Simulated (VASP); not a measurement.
# Ru in VASP: reference runs

Aim: a first look at Ru with PBE, on the cell as given.

Program: VASP 6.6.1. These are calculated values, not measurements. Logs are shortened: lines on timing, memory, paths and dates and some standing lists are left out, and cuts for length are marked.

## Step 1: The undisturbed slab

The cell holds a slab with vacuum, 6 atoms: a = 2.706 Å, b = 2.706 Å, c = 25.705 Å, α = 90.00°, β = 90.00°, γ = 120.00°.

The slab is cut from a database's or a generator's crystal, which needn't be the stable form of the element.

## Step 2: Single point, PBE (the (0 0 1) slab of Ru, cut from the database cell, not relaxed)

File INCAR:

```
SYSTEM = Ru
PREC = Accurate ; ENCUT = 520
EDIFF = 1E-7 ; ISMEAR = -1
SIGMA = 0.05 ; LREAL = .False.
LASPH = .True. ; NELM = 60
ALGO = Normal ; ISIF = 2
LWAVE = .False. ; LCHARG = .False.
LDIPOL = .True. ; IDIPOL = 3
DIPOL = 0.5 0.5 0.500 ; GGA = PE
NBANDS = 51
```

File KPOINTS:

```
Automatic mesh
0
Gamma
  11 11 1
  0 0 0
```

File POSCAR:

```
Ru
1.0
    2.7057993342      0.0000000000      0.0000000000
   -1.3528996671      2.3432909610      0.0000000000
    0.0000000000      0.0000000000     25.7047500000
Ru
6
Direct
    0.6666666667      0.3333333334      0.2917748665
    0.3333333333      0.6666666666      0.3750649199
    0.6666666667      0.3333333334      0.4583549733
    0.3333333333      0.6666666666      0.5416450267
    0.6666666667      0.3333333334      0.6249350801
    0.3333333333      0.6666666666      0.7082251335
```

Potentials or basis: VASP PAW PBE potentials, release 64 (Ru_pv).

On the command line:

```
$ cat potpaw_PBE.64/Ru_pv/POTCAR > POTCAR
$ mpirun -np 1 vasp_std > vasp.out
```

OUTCAR:

```text
SYSTEM = Ru
   PREC = Accurate
   ENCUT = 520
   EDIFF = 1E-7
   ISMEAR = -1
   LREAL = .False.
   LASPH = .True.
   NELM = 60
   ISIF = 2
   GGA = PE

 ion  position               nearest neighbor table
   1  0.667  0.333  0.292-   2 2.65   2 2.65   2 2.65
   2  0.333  0.667  0.375-   1 2.65   3 2.65   1 2.65   3 2.65   1 2.65   3 2.65
   3  0.667  0.333  0.458-   2 2.65   2 2.65   4 2.65   4 2.65   2 2.65   4 2.65
   4  0.333  0.667  0.542-   5 2.65   5 2.65   3 2.65   3 2.65   5 2.65   3 2.65
   5  0.667  0.333  0.625-   4 2.65   6 2.65   4 2.65   6 2.65   4 2.65   6 2.65
   6  0.333  0.667  0.708-   5 2.65   5 2.65   5 2.65

  LATTYP: Found a hexagonal cell.
 ALAT       =     2.7057993342
 C/A-ratio  =     9.4998729858

  Lattice vectors:

 A1 = (   2.7057993342,   0.0000000000,   0.0000000000)
 A2 = (  -1.3528996671,   2.3432909610,   0.0000000000)
 A3 = (   0.0000000000,   0.0000000000,  25.7047500000)

Analysis of symmetry for initial positions (statically):
=====================================================================
 Subroutine PRICEL returns:
 Original cell was already a primitive cell.

 Routine SETGRP: Setting up the symmetry group for a
 hexagonal supercell.

 Subroutine GETGRP returns: Found 12 space group operations
 (whereof 12 operations were pure point group operations)
 out of a pool of 24 trial point group operations.

The static configuration has the point symmetry D_3d.

Analysis of symmetry for dynamics (positions and initial velocities):
=====================================================================
 Subroutine PRICEL returns:
 Original cell was already a primitive cell.

 Routine SETGRP: Setting up the symmetry group for a
 hexagonal supercell.

 Subroutine GETGRP returns: Found 12 space group operations
 (whereof 12 operations were pure point group operations)
 out of a pool of 24 trial point group operations.

The dynamic configuration has the point symmetry D_3d.

 Subroutine INISYM returns: Found 12 space group operations
 (whereof 12 operations are pure point group operations),
 and found     1 'primitive' translations

----------------------------------------------------------------------------------------

                                     Primitive cell

  volume of cell :     162.9803

  direct lattice vectors                    reciprocal lattice vectors
     2.705799334  0.000000000  0.000000000     0.369576556  0.213375124  0.000000000
    -1.352899667  2.343290961  0.000000000     0.000000000  0.426750249  0.000000000
     0.000000000  0.000000000 25.704750000     0.000000000  0.000000000  0.038903316

  length of vectors
     2.705799334  2.705799334 25.704750000     0.426750249  0.426750249  0.038903316

  position of ions in fractional coordinates (direct lattice)
     0.666666667  0.333333333  0.291774866
     0.333333333  0.666666667  0.375064920
     0.666666667  0.333333333  0.458354973
     0.333333333  0.666666667  0.541645027
     0.666666667  0.333333333  0.624935080
     0.333333333  0.666666667  0.708225134

  ion indices of the primitive-cell ions
   primitive index   ion index
                 1           1
                 2           2
                 3           3
                 4           4
                 5           5
                 6           6

----------------------------------------------------------------------------------------

 KPOINTS: Automatic mesh

Automatic generation of k-mesh.
 Grid dimensions read from file:
 generate k-points for:   11   11    1

 Generating k-lattice:

  Cartesian coordinates                     Fractional coordinates (reciprocal lattice)
     0.033597869  0.019397739  0.000000000     0.090909091  0.000000000  0.000000000
     0.000000000  0.038795477  0.000000000     0.000000000  0.090909091  0.000000000
     0.000000000  0.000000000  0.038903316     0.000000000  0.000000000  1.000000000

  Length of vectors
     0.038795477  0.038795477  0.038903316

  Shift w.r.t. Gamma in fractional coordinates (k-lattice)
     0.000000000  0.000000000  0.000000000

 Subroutine IBZKPT returns following result:
 ===========================================

 Found     16 irreducible k-points:

 Following reciprocal coordinates:
            Coordinates               Weight
  0.000000  0.000000  0.000000      1.000000
  0.090909 -0.000000  0.000000      6.000000
  0.181818  0.000000  0.000000      6.000000
  0.272727  0.000000  0.000000      6.000000
  0.363636 -0.000000  0.000000      6.000000
  0.454545 -0.000000  0.000000      6.000000
[... 8 lines left out ...]
  0.272727  0.272727  0.000000      6.000000
  0.363636  0.272727  0.000000      6.000000
   k-points           NKPTS =     16   k-points in BZ     NKDIM =     16   number of bands    NBANDS=     51
   number of dos      NEDOS =    301   number of ions     NIONS =      6
   total plane-waves  NPLWV =  76800
   dimension x,y,z NGX =    20 NGY =   20 NGZ =  192
   dimension x,y,z NGXF=    40 NGYF=   40 NGZF=  384
   ions per type =               6
   NGX,Y,Z   is equivalent  to a cutoff of  12.29, 12.29, 12.42 a.u.
   NGXF,Y,Z  is equivalent  to a cutoff of  24.58, 24.58, 24.84 a.u.
 SYSTEM =  Ru
   PREC   = accura    normal or accurate (medium, high low for compatibility)
   ISTART =      0    job   : 0-new  1-cont  2-samecut
   ICHARG =      2    charge: 1-file 2-atom 10-const
   ISPIN  =      1    spin polarized calculation?
   LNONCOLLINEAR =      F non collinear calculations
   LSORBIT =      F    spin-orbit coupling
   LASPH  =      T    aspherical Exc in radial PAW
   ENCUT  =  520.0 eV  38.22 Ry    6.18 a.u.   5.03  5.03 47.79*2*pi/ulx,y,z
   NELM   =     60;   NELMIN=  2; NELMDL= -5     # of ELM steps
   EDIFF  = 0.1E-06   stopping-criterion for ELM
   LREAL  =      F    real-space projection
   EDIFFG = 0.1E-05   stopping-criterion for IOM
   NSW    =      0    number of steps for IOM
   IBRION =     -1    ionic relax: 0-MD 1-quasi-New 2-CG
   NFREE  =      0    steps in history (QN), initial steepest desc. (CG)
   ISIF   =      2    stress and relaxation
   ISYM   =      2    0-nonsym 1-usesym 2-fastsym
   POTIM  = 0.5000    time-step for ionic-motion
   TEBEG  =    0.0;   TEEND  =   0.0 temperature during run
   PSTRESS=    0.0 pullay stress
   NELECT =      84.0000    total number of electrons
   NUPDOWN=      -1.0000    fix difference up-down
   EMIN   =  10.00;   EMAX   =-10.00  energy-range for DOS
   EFERMI =   0.00;   METHOD = LEGACY
   ISMEAR =    -1;   SIGMA  =   0.05  broadening in eV -4-tet -1-fermi 0-gaus
   EFERMI_NEDOS =   21; number of points for ismear=-14 and -15
   IALGO  =     38    algorithm
   IMIX   =      4    mixing-type and parameters
     AMIX     =   0.40;   BMIX     =  1.00
     AMIX_MAG =   1.60;   BMIX_MAG =  1.00
  volume/ion in A,a.u.               =      27.16       183.31
  Fermi-wavevector in a.u.,A,eV,Ry     =   1.312571  2.480400 23.440703  1.722843
  Thomas-Fermi vector in A             =   2.442954
   LORBIT       =      0    0 simple, 1 ext, 2 COOP (PROOUT), +10 PAW based schemes
   GGA     = PE    functional components
   LHFCALC =     F    Hartree Fock is set to
   AEXX    =    0.0000 exact exchange contribution
   IVDW    =     0    specifies the selected vdW correction
   LEPSILON=     F    determine dielectric tensor
   LRPA    =     F    only Hartree local field effects (RPA)
 non-spin polarized calculation
  energy-cutoff  :      520.00
  volume of cell :      162.98
 maximum number of plane-waves:      4435
 NGX is ok and might be reduce to    20
   NGX =  9   NGY =  9   NGZ = 95

 dipolmoment           0.000000      0.000000      0.000000 electrons x Angstroem

 number of electron      84.0000027 magnetization

 dipolmoment           0.000000      0.000000     -0.000000 electrons x Angstroem

 Free energy of the ion-electron system (eV)
  ---------------------------------------------------
  ext. energy  EPLUGINS =         0.00000000
  ---------------------------------------------------
  free energy    TOTEN  =       -53.28365078 eV

  energy without entropy =      -53.22503200  energy(sigma->0) =      -53.25434139

 E-fermi :   3.9201     XC(G=0):  -7.8610

 val. band max:        3.9191512194   @ k =   0.3636  -0.0000   0.0000
 cond. band min:       3.9313872121   @ k =   0.2727   0.1818   0.0000
 fundamental gap:      0.0122359927
 Fermi energy:         3.9200961878

 k-point     1 :       0.0000    0.0000    0.0000
  band No.  band energies     occupation
      1     -39.6908      2.00000
      2     -39.5256      2.00000
      3     -39.1916      2.00000
      4     -38.8536      2.00000
      5     -38.8536      2.00000
      6     -38.8496      2.00000
[... 43 lines left out ...]
     50       4.7755      0.00000
     51       5.0347      0.00000

 k-point     2 :       0.0909   -0.0000    0.0000
  band No.  band energies     occupation
      1     -39.6667      2.00000
      2     -39.5125      2.00000
      3     -39.2002      2.00000
      4     -38.9461      2.00000
      5     -38.8970      2.00000
      6     -38.8707      2.00000
[... 43 lines left out ...]
     50       4.7563      0.00000
     51       5.0746      0.00000

 k-point     3 :       0.1818    0.0000    0.0000
  band No.  band energies     occupation
      1     -39.6005      2.00000
      2     -39.4827      2.00000
      3     -39.2526      2.00000
      4     -39.1173      2.00000
      5     -39.0233      2.00000
      6     -38.9624      2.00000
[... 43 lines left out ...]
     50       5.0392      0.00000
     51       5.1456      0.00000
[... 595 lines left out ...]
 k-point    15 :       0.2727    0.2727    0.0000
  band No.  band energies     occupation
      1     -39.5319      2.00000
      2     -39.5290      2.00000
      3     -39.4547      2.00000
      4     -39.4477      2.00000
      5     -39.3181      2.00000
      6     -39.2770      2.00000
[... 43 lines left out ...]
     50       9.1393      0.00000
     51       9.6693      0.00000

 k-point    16 :       0.3636    0.2727    0.0000
  band No.  band energies     occupation
      1     -39.5251      2.00000
      2     -39.5071      2.00000
      3     -39.4696      2.00000
      4     -39.4035      2.00000
      5     -39.3514      2.00000
      6     -39.3419      2.00000
[... 43 lines left out ...]
     50      10.9565      0.00000
     51      11.0303      0.00000

------------------------ aborting loop because EDIFF is reached ----------------------------------------

 vacuum level on the upper side and lower side of the slab       (xc-potential included)        -0.126        -0.126

  FORCE on cell =-STRESS in cart. coord.  units (eV):
  Direction    XX          YY          ZZ          XY          YZ          ZX
  --------------------------------------------------------------------------------------
  -------------------------------------------------------------------------------------
  Total       -1.6174430     -1.6174430     -1.5100320     -0.0000000      0.0000000     -0.0000000
  in kB      -15.9002659    -15.9002659    -14.8443622     -0.0000000      0.0000000     -0.0000000
  external PRESSURE =     -15.5482980 kB  Pullay stress =       0.0000000 kB

 VOLUME and BASIS-vectors are now :
 -----------------------------------------------------------------------------
  energy-cutoff  :      520.00
  volume of cell :      162.98
      direct lattice vectors                 reciprocal lattice vectors
     2.705799334  0.000000000  0.000000000     0.369576556  0.213375124  0.000000000
    -1.352899667  2.343290961  0.000000000     0.000000000  0.426750249  0.000000000
     0.000000000  0.000000000 25.704750000     0.000000000  0.000000000  0.038903316

 POSITION                                       TOTAL-FORCE (eV/Angst)
 -----------------------------------------------------------------------------------
      1.35290      0.78110      7.50000        -0.000000      0.000000      0.652230
     -0.00000      1.56219      9.64095         0.000000      0.000000     -0.779009
      1.35290      0.78110     11.78190        -0.000000     -0.000000     -0.253031
     -0.00000      1.56219     13.92285         0.000000      0.000000      0.253031
      1.35290      0.78110     16.06380        -0.000000     -0.000000      0.779009
     -0.00000      1.56219     18.20475         0.000000     -0.000000     -0.652230
 -----------------------------------------------------------------------------------
    total drift:                                0.000000      0.000000      0.000000

  FREE ENERGIE OF THE ION-ELECTRON SYSTEM (eV)
  ---------------------------------------------------
  free  energy   TOTEN  =       -53.2836507826 eV

  energy  without entropy=      -53.2250319982  energy(sigma->0) =      -53.25434139

 vacuum level on the upper side and lower side of the slab         8.907         8.907
```

It took 3.3 min on 1 thread of Intel Xeon Platinum 8375C at 2.90GHz (Ice Lake), shared host; peak memory 0.3 GiB.

Results:

| Item | Value |
| --- | --- |
| Free energy | -53.2837 eV |
| Largest force | 0.779 eV/Å |
| Band gap on the k mesh | none (metal or under the smearing width) |

Forces on the atoms (eV/Å):
```
Ru   0.000  0.000  0.652
Ru   0.000  0.000 -0.779
Ru   0.000  0.000 -0.253
Ru   0.000  0.000  0.253
Ru   0.000  0.000  0.779
Ru   0.000  0.000 -0.652
```

Levels at points of the mesh, in eV from the Fermi level:
```tsv
k point	band 39	band 40	band 41	band 42	band 43	band 44
(0.00, 0.00, 0.00)	-1.91	-1.91	-1.06	-1.06	-0.76	-0.41
```
